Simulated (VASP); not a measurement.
# H2 in VASP: a series of runs

One molecule, H2, is run at these levels: PBE; tasks: relaxation of the atoms, vibrations by finite differences.

All numbers are computed with VASP 6.6.1; they aren't measurements. Logs are shortened: lines on timing, memory, paths and dates and some standing lists are left out, and cuts for length are marked.

**1. The structure**

The cell holds a molecule in a box, 2 atoms: a = 11.172 Å, b = 11.672 Å, c = 12.172 Å, α = 90.00°, β = 90.00°, γ = 90.00°.

**2. Relaxation of the atoms, PBE**

INCAR reads:

```
PREC     = Accurate       # precision mode
ENCUT    = 400            # plane-wave cutoff, eV
EDIFF    = 1E-6           # SCF threshold, eV
ISMEAR   = 0              # smearing method
SIGMA    = 0.01           # smearing width, eV
LREAL    = F              # projectors in reciprocal space
LASPH    = T              # aspherical terms in the spheres
NELM     = 60             # most SCF steps
ALGO     = Normal         # electronic algorithm
ISIF     = 2              # what is computed and relaxed
LWAVE    = F              # write WAVECAR
LCHARG   = F              # write CHGCAR
GGA      = PE             # functional
IBRION   = 2              # ionic algorithm
NSW      = 120            # ionic steps
EDIFFG   = -0.03          # ionic threshold
ISYM     = 0
```

KPOINTS reads:

```
Automatic mesh
0
Gamma
  1 1 1
```

POSCAR reads:

```
H
1.0
   11.1715072411      0.0000000000      0.0000000000
    0.0000000000     11.6715072411      0.0000000000
    0.0000000000      0.0000000000     12.1715072411
H
2
Selective dynamics
Direct
    0.5029840056      0.4878045315      0.5275852131  F F F
    0.4970159944      0.5207633422      0.4724147869  T T T
```

Potentials or basis: VASP PAW PBE potentials, release 64 (H).

Command:

```console
$ cat potpaw_PBE.64/H/POTCAR > POTCAR
$ mpirun -np 1 vasp_gam > vasp.out
```

OUTCAR:

```text
PREC = Accurate
   ENCUT = 400
   EDIFF = 1E-6
   ISMEAR = 0
   LREAL = F
   LASPH = T
   NELM = 60
   ISIF = 2
   GGA = PE
   IBRION = 2
   NSW = 120
   EDIFFG = -0.03
   ISYM = 0

 ion  position               nearest neighbor table
   1  0.503  0.488  0.528-   2 0.78
   2  0.497  0.521  0.472-   1 0.78

IMPORTANT INFORMATION: All symmetrisations will be switched off!
NOSYMM: (Re-)initialisation of all symmetry stuff for point group C_1.

----------------------------------------------------------------------------------------

                                     Primitive cell

  volume of cell :    1587.0225

  direct lattice vectors                    reciprocal lattice vectors
    11.171507241  0.000000000  0.000000000     0.089513436  0.000000000  0.000000000
     0.000000000 11.671507241  0.000000000     0.000000000  0.085678737  0.000000000
     0.000000000  0.000000000 12.171507241     0.000000000  0.000000000  0.082159093

  length of vectors
    11.171507241 11.671507241 12.171507241     0.089513436  0.085678737  0.082159093

  position of ions in fractional coordinates (direct lattice)
     0.502984006  0.487804531  0.527585213
     0.497015994  0.520763342  0.472414787

  ion indices of the primitive-cell ions
   primitive index   ion index
                 1           1
                 2           2

----------------------------------------------------------------------------------------

 KPOINTS: Automatic mesh

Automatic generation of k-mesh.
 Grid dimensions read from file:
 generate k-points for:    1    1    1

 Generating k-lattice:

  Cartesian coordinates                     Fractional coordinates (reciprocal lattice)
     0.089513436  0.000000000  0.000000000     1.000000000  0.000000000  0.000000000
     0.000000000  0.085678737  0.000000000     0.000000000  1.000000000  0.000000000
     0.000000000  0.000000000  0.082159093     0.000000000  0.000000000  1.000000000

  Length of vectors
     0.089513436  0.085678737  0.082159093

  Shift w.r.t. Gamma in fractional coordinates (k-lattice)
     0.000000000  0.000000000  0.000000000

 Subroutine IBZKPT returns following result:
 ===========================================

 Found      1 irreducible k-points:

 Following reciprocal coordinates:
            Coordinates               Weight
  0.000000  0.000000  0.000000      1.000000
   k-points           NKPTS =      1   k-points in BZ     NKDIM =      1   number of bands    NBANDS=      5
   number of dos      NEDOS =    301   number of ions     NIONS =      2
   total plane-waves  NPLWV = 512000
   dimension x,y,z NGX =    80 NGY =   80 NGZ =   80
   dimension x,y,z NGXF=   160 NGYF=  160 NGZF=  160
   ions per type =               2
   NGX,Y,Z   is equivalent  to a cutoff of  11.90, 11.39, 10.93 a.u.
   NGXF,Y,Z  is equivalent  to a cutoff of  23.81, 22.79, 21.85 a.u.
 SYSTEM =  unknown system
   PREC   = accura    normal or accurate (medium, high low for compatibility)
   ISTART =      0    job   : 0-new  1-cont  2-samecut
   ICHARG =      2    charge: 1-file 2-atom 10-const
   ISPIN  =      1    spin polarized calculation?
   LNONCOLLINEAR =      F non collinear calculations
   LSORBIT =      F    spin-orbit coupling
   LASPH  =      T    aspherical Exc in radial PAW
   ENCUT  =  400.0 eV  29.40 Ry    5.42 a.u.  18.22 19.03 19.85*2*pi/ulx,y,z
   NELM   =     60;   NELMIN=  2; NELMDL= -5     # of ELM steps
   EDIFF  = 0.1E-05   stopping-criterion for ELM
   LREAL  =      F    real-space projection
   EDIFFG = -.3E-01   stopping-criterion for IOM
   NSW    =    120    number of steps for IOM
   IBRION =      2    ionic relax: 0-MD 1-quasi-New 2-CG
   NFREE  =      1    steps in history (QN), initial steepest desc. (CG)
   ISIF   =      2    stress and relaxation
   ISYM   =      0    0-nonsym 1-usesym 2-fastsym
   POTIM  = 0.5000    time-step for ionic-motion
   TEBEG  =    0.0;   TEEND  =   0.0 temperature during run
   PSTRESS=    0.0 pullay stress
   NELECT =       2.0000    total number of electrons
   NUPDOWN=      -1.0000    fix difference up-down
   EMIN   =  10.00;   EMAX   =-10.00  energy-range for DOS
   EFERMI =   0.00;   METHOD = LEGACY
   ISMEAR =     0;   SIGMA  =   0.01  broadening in eV -4-tet -1-fermi 0-gaus
   EFERMI_NEDOS =   21; number of points for ismear=-14 and -15
   IALGO  =     38    algorithm
   IMIX   =      4    mixing-type and parameters
     AMIX     =   0.40;   BMIX     =  1.00
     AMIX_MAG =   1.60;   BMIX_MAG =  1.00
  volume/ion in A,a.u.               =     793.51      5354.88
  Fermi-wavevector in a.u.,A,eV,Ry     =   0.176830  0.334161  0.425441  0.031269
  Thomas-Fermi vector in A             =   0.896670
   LORBIT       =      0    0 simple, 1 ext, 2 COOP (PROOUT), +10 PAW based schemes
   GGA     = PE    functional components
   LHFCALC =     F    Hartree Fock is set to
   AEXX    =    0.0000 exact exchange contribution
   IVDW    =     0    specifies the selected vdW correction
   LEPSILON=     F    determine dielectric tensor
   LRPA    =     F    only Hartree local field effects (RPA)
 conjugate gradient relaxation of ions
 non-spin polarized calculation
 Gauss-broadening in eV      SIGMA  =   0.01
  energy-cutoff  :      400.00
  volume of cell :     1587.02
 maximum number of plane-waves:     14409
 NGX is ok and might be reduce to    80
   NGX = 37   NGY = 39   NGZ = 39

--------------------------------------- Ionic step        1  -------------------------------------------

 number of electron       2.0000002 magnetization

 Free energy of the ion-electron system (eV)
  ---------------------------------------------------
  ext. energy  EPLUGINS =         0.00000000
  ---------------------------------------------------
  free energy    TOTEN  =        -6.74933801 eV

  energy without entropy =       -6.74933801  energy(sigma->0) =       -6.74933801

------------------------ aborting loop because EDIFF is reached ----------------------------------------

  FORCE on cell =-STRESS in cart. coord.  units (eV):
  Direction    XX          YY          ZZ          XY          YZ          ZX
  --------------------------------------------------------------------------------------
  -------------------------------------------------------------------------------------
  Total       -0.1235514     -0.2817230     -0.6180805      0.0285240      0.2864242     -0.0496224
  in kB       -0.1247312     -0.2844132     -0.6239827      0.0287964      0.2891594     -0.0500963
  external PRESSURE =      -0.3443757 kB  Pullay stress =       0.0000000 kB

 VOLUME and BASIS-vectors are now :
 -----------------------------------------------------------------------------
  energy-cutoff  :      400.00
  volume of cell :     1587.02
      direct lattice vectors                 reciprocal lattice vectors
    11.171507241  0.000000000  0.000000000     0.089513436  0.000000000  0.000000000
     0.000000000 11.671507241  0.000000000     0.000000000  0.085678737  0.000000000
     0.000000000  0.000000000 12.171507241     0.000000000  0.000000000  0.082159093

 POSITION                                       TOTAL-FORCE (eV/Angst)
 -----------------------------------------------------------------------------------
      5.61909      5.69341      6.42151        -0.069914      0.404829     -0.705489
      5.55242      6.07809      5.75000         0.069914     -0.404829      0.705489
 -----------------------------------------------------------------------------------
    total drift:                               -0.000002     -0.000135      0.000070

  FREE ENERGIE OF THE ION-ELECTRON SYSTEM (eV)
  ---------------------------------------------------
  free  energy   TOTEN  =        -6.7493380104 eV

  energy  without entropy=       -6.7493380104  energy(sigma->0) =       -6.74933801

--------------------------------------- Ionic step        2  -------------------------------------------

 number of electron       2.0000000 magnetization

------------------------ aborting loop because EDIFF is reached ----------------------------------------

  FORCE on cell =-STRESS in cart. coord.  units (eV):
  Direction    XX          YY          ZZ          XY          YZ          ZX
  --------------------------------------------------------------------------------------
  -------------------------------------------------------------------------------------
  Total       -0.1196557     -0.0441209      0.1128904     -0.0132005     -0.1343002      0.0232798
  in kB       -0.1207983     -0.0445422      0.1139684     -0.0133266     -0.1355826      0.0235021
  external PRESSURE =      -0.0171240 kB  Pullay stress =       0.0000000 kB

 VOLUME and BASIS-vectors are now :
 -----------------------------------------------------------------------------
  energy-cutoff  :      400.00
  volume of cell :     1587.02
      direct lattice vectors                 reciprocal lattice vectors
    11.171507241  0.000000000  0.000000000     0.089513436  0.000000000  0.000000000
     0.000000000 11.671507241  0.000000000     0.000000000  0.085678737  0.000000000
     0.000000000  0.000000000 12.171507241     0.000000000  0.000000000  0.082159093

 POSITION                                       TOTAL-FORCE (eV/Angst)
 -----------------------------------------------------------------------------------
      5.61909      5.69341      6.42151         0.040414     -0.232219      0.406336
      5.55579      6.05856      5.78403        -0.040414      0.232219     -0.406336
 -----------------------------------------------------------------------------------
    total drift:                                0.000080     -0.000061      0.000330

  FREE ENERGIE OF THE ION-ELECTRON SYSTEM (eV)
  ---------------------------------------------------
  free  energy   TOTEN  =        -6.7572402633 eV

  energy  without entropy=       -6.7572402633  energy(sigma->0) =       -6.75724026

--------------------------------------- Ionic step        3  -------------------------------------------

 number of electron       2.0000000 magnetization

 Free energy of the ion-electron system (eV)
  ---------------------------------------------------
  ext. energy  EPLUGINS =         0.00000000
  ---------------------------------------------------
  free energy    TOTEN  =        -6.76030385 eV

  energy without entropy =       -6.76030385  energy(sigma->0) =       -6.76030385

 E-fermi : -10.2428     XC(G=0):  -0.2236

 val. band max:      -10.3087794902   @ k =   0.0000   0.0000   0.0000
 cond. band min:      -0.0993893691   @ k =   0.0000   0.0000   0.0000
 fundamental gap:     10.2093901211
 Fermi energy:       -10.2428165436

 k-point     1 :       0.0000    0.0000    0.0000
  band No.  band energies     occupation
      1     -10.3088      2.00000
      2      -0.0994      0.00000
      3       0.2722      0.00000
      4       0.7663      0.00000
      5       0.8399      0.00000

------------------------ aborting loop because EDIFF is reached ----------------------------------------

  FORCE on cell =-STRESS in cart. coord.  units (eV):
  Direction    XX          YY          ZZ          XY          YZ          ZX
  --------------------------------------------------------------------------------------
  -------------------------------------------------------------------------------------
  Total       -0.1213479     -0.1286974     -0.1466991      0.0016006      0.0149065     -0.0025773
  in kB       -0.1225066     -0.1299264     -0.1481000      0.0016158      0.0150488     -0.0026019
  external PRESSURE =      -0.1335110 kB  Pullay stress =       0.0000000 kB

 VOLUME and BASIS-vectors are now :
 -----------------------------------------------------------------------------
  energy-cutoff  :      400.00
  volume of cell :     1587.02
      direct lattice vectors                 reciprocal lattice vectors
    11.171507241  0.000000000  0.000000000     0.089513436  0.000000000  0.000000000
     0.000000000 11.671507241  0.000000000     0.000000000  0.085678737  0.000000000
     0.000000000  0.000000000 12.171507241     0.000000000  0.000000000  0.082159093

 POSITION                                       TOTAL-FORCE (eV/Angst)
 -----------------------------------------------------------------------------------
      5.61909      5.69341      6.42151         0.000083      0.000645     -0.000047
      5.55465      6.06514      5.77257        -0.000083     -0.000645      0.000047
 -----------------------------------------------------------------------------------
    total drift:                                0.000007      0.000135     -0.000260

  FREE ENERGIE OF THE ION-ELECTRON SYSTEM (eV)
  ---------------------------------------------------
  free  energy   TOTEN  =        -6.7603038528 eV

  energy  without entropy=       -6.7603038528  energy(sigma->0) =       -6.76030385

 reached required accuracy - stopping structural energy minimisation
```

Wall time 68 s (1 thread of Intel Xeon Platinum 8488C (Sapphire Rapids), shared host); peak memory 0.94 GiB.

What came out:

```
Free energy                     : -6.7603 eV
Energy gained by relaxing       : 5.5 meV/atom
Ionic steps                     : 3
Gap between the frontier levels : 10.21 eV
```

The path:
```
step  energy change (eV)  largest force (eV/Å)  pressure (GPa)
   1              0.0000                0.8164           -0.03
   2             -0.0079                0.4698            0.00
   3             -0.0110                0.0007           -0.01
```

Final structure:
```
H
1.0
    11.17151    0.00000    0.00000
     0.00000   11.67151    0.00000
     0.00000    0.00000   12.17151
H
2
Direct
  0.50298 0.48780 0.52759
  0.49722 0.51965 0.47427
```

**3. Vibrations by finite differences, PBE**

INCAR reads:

```
SYSTEM = H
PREC = Accurate
ENCUT = 400
EDIFF = 1E-7
ISMEAR = 0
SIGMA = 0.01
LREAL = .FALSE.
LASPH = .TRUE.
NELM = 60
ALGO = Normal
ISIF = 2
LWAVE = .FALSE.
LCHARG = .FALSE.
GGA = PE
IBRION = 5
NFREE = 2
POTIM = 0.015
NSW = 1
ISYM = 0
```

KPOINTS reads:

```
Automatic mesh
0
G
  1 1 1
  0 0 0
```

POSCAR reads:

```
H                                       
1.0
   11.1715072411      0.0000000000      0.0000000000
    0.0000000000     11.6715072411      0.0000000000
    0.0000000000      0.0000000000     12.1715072411
  H             
     2
Selective dynamics
Direct
0.5029840055999983  0.4878045314999966  0.5275852130999965  T T T
0.4972162331333099  0.5196535541221458  0.4742693490445567  T T T
```

Potentials or basis: VASP PAW PBE potentials, release 64 (H).

Command:

```console
$ cat potpaw_PBE.64/H/POTCAR > POTCAR
$ mpirun -np 1 vasp_gam > vasp.out
```

OUTCAR:

```text
SYSTEM = H
   PREC = Accurate
   ENCUT = 400
   EDIFF = 1E-7
   ISMEAR = 0
   LREAL = .FALSE.
   LASPH = .TRUE.
   NELM = 60
   ISIF = 2
   GGA = PE
   IBRION = 5
   NFREE = 2
   POTIM = 0.015
   NSW = 1
   ISYM = 0

 ion  position               nearest neighbor table
   1  0.503  0.488  0.528-   2 0.75
   2  0.497  0.520  0.474-   1 0.75

IMPORTANT INFORMATION: All symmetrisations will be switched off!
NOSYMM: (Re-)initialisation of all symmetry stuff for point group C_1.

----------------------------------------------------------------------------------------

                                     Primitive cell

  volume of cell :    1587.0225

  direct lattice vectors                    reciprocal lattice vectors
    11.171507241  0.000000000  0.000000000     0.089513436  0.000000000  0.000000000
     0.000000000 11.671507241  0.000000000     0.000000000  0.085678737  0.000000000
     0.000000000  0.000000000 12.171507241     0.000000000  0.000000000  0.082159093

  length of vectors
    11.171507241 11.671507241 12.171507241     0.089513436  0.085678737  0.082159093

  position of ions in fractional coordinates (direct lattice)
[... 215 lines left out ...]

 number of electron       2.0000001 magnetization

------------------------ aborting loop because EDIFF is reached ----------------------------------------
[... 67 lines left out ...]
--------------------------------------- Ionic step       13  -------------------------------------------

 number of electron       2.0000002 magnetization

 Free energy of the ion-electron system (eV)
  ---------------------------------------------------
  ext. energy  EPLUGINS =         0.00000000
  ---------------------------------------------------
  free energy    TOTEN  =        -6.75751310 eV

  energy without entropy =       -6.75751310  energy(sigma->0) =       -6.75751310

 E-fermi : -10.1824     XC(G=0):  -0.2516

 val. band max:      -10.2478791157   @ k =   0.0000   0.0000   0.0000
 cond. band min:      -0.1247313752   @ k =   0.0000   0.0000   0.0000
 fundamental gap:     10.1231477404
 Fermi energy:       -10.1824407633

 k-point     1 :       0.0000    0.0000    0.0000
  band No.  band energies     occupation
      1     -10.2479      2.00000
      2      -0.1247      0.00000
      3       0.2358      0.00000
      4       0.7331      0.00000
      5       0.8121      0.00000
[... 27 lines left out ...]
  FREE ENERGIE OF THE ION-ELECTRON SYSTEM (eV)
  ---------------------------------------------------
  free  energy   TOTEN  =        -6.7575131014 eV

  energy  without entropy=       -6.7575131014  energy(sigma->0) =       -6.75751310

 SECOND DERIVATIVES (NOT SYMMETRIZED)
 ------------------------------------
               1X          1Y          1Z          2X          2Y          2Z
  1X    -0.253465    1.439905   -2.515087    0.253465   -1.439905    2.515087
  1Y     1.441516   -8.324265   14.526370   -1.441516    8.324265  -14.526370
  1Z    -2.523705   14.560404  -25.397454    2.523705  -14.560404   25.397454
  2X     0.251242   -1.439136    2.514883   -0.251242    1.439136   -2.514883
  2Y    -1.440610    8.320208  -14.528054    1.440610   -8.320208   14.528054
  2Z     2.523331  -14.562204   25.382189   -2.523331   14.562204  -25.382189

 Eigenvectors and eigenvalues of the dynamical matrix
 ----------------------------------------------------

   1 f  =  128.856348 THz   809.628313 2PiTHz 4298.185118 cm-1   532.906796 meV
             X         Y         Z           dx          dy          dz
      5.619089  5.693414  6.421507     0.060639   -0.350108    0.611415
      5.554655  6.065140  5.772573    -0.060631    0.350101   -0.611287
[... 21 lines left out ...]
   6 f/i=    2.003205 THz    12.586506 2PiTHz   66.819713 cm-1     8.284585 meV
             X         Y         Z           dx          dy          dz
      5.619089  5.693414  6.421507     0.113999   -0.477233   -0.151746
      5.554655  6.065140  5.772573    -0.154605    0.659917    0.526149
```

stdout:

```text
POSCAR found type information on POSCAR H
 POSCAR found :  1 types and       2 ions
 scaLAPACK will be used
 LDA part: xc-table for (Slater+PW92), standard interpolation
 POSCAR, INCAR and KPOINTS ok, starting setup
 FFT: planning ... GRIDC
 FFT: planning ... GRID_SOFT
 FFT: planning ... GRID
 WAVECAR not read
 entering main loop
 Finite differences POTIM= 0.01500 DOF=   6
 bond charge predicted
 Finite differences progress:
 bond charge predicted
 Finite differences progress:
 bond charge predicted
 Finite differences progress:
 bond charge predicted
 Finite differences progress:
 bond charge predicted
 Finite differences progress:
 bond charge predicted
 Finite differences progress:
 bond charge predicted
 Finite differences progress:
 bond charge predicted
 Finite differences progress:
 bond charge predicted
 Finite differences progress:
 bond charge predicted
 Finite differences progress:
 bond charge predicted
 Finite differences progress:
 bond charge predicted
 Finite differences progress:
```

Run time: 5.6 min. Hardware: 1 thread of Intel Xeon Platinum 8488C (Sapphire Rapids), shared host; peak memory 0.93 GiB.

What came out:

```
Highest phonon frequency at Γ : 4298 cm⁻¹
Most unstable mode            : 67i cm⁻¹
```

Phonon frequencies in cm⁻¹ (negative: imaginary):
```tsv
q point	frequencies
(0.000, 0.000, 0.000)	-67 -7 0 20 41 4298
```

Caveat: some modes are imaginary.
